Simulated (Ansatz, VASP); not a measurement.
# One calculation of AlO2, two programs

```
Al O
1.0
     4.97647    0.00000    0.00000
     0.00000    4.97647    0.00000
     0.00000    0.00000    4.63354
Al O
2 4
Cartesian
  0.0000 2.4882 0.0000
  2.4882 0.0000 0.0000
  1.2441 3.7323 0.0000
  3.7324 1.2441 0.0000
  3.7323 3.7324 0.0000
  1.2441 1.2441 0.0000
```

Alike in both runs: functional PBE; k mesh 4 × 4 × 4; occupations gaussian, width 0.1 eV; no spin polarisation.

Ansatz relaxed the structure, and its values are those at the end. VASP's run is a single point on that final structure, the one shown.

```csv
,VASP,Ansatz
version,VASP 6.6.1,Ansatz 0.2.0
potentials or method,"VASP PAW PBE potentials, release 64 (Al, O)","scalar-relativistic, plane waves, PAW"
plane-wave cutoff (eV),520,420
valence electrons in the cell,30,30
```

|  | VASP | Ansatz | Ansatz less VASP |
| --- | --- | --- | --- |
| gap on the k mesh at the Fermi level (eV) | none | none | - |
| pressure (GPa) | 0.1 | 0.1 | -0.02 |

A gap of «none» marks a metal or a gap that the smearing closes. With one functional, cell and mesh, what is left measures potentials, basis and numerics.
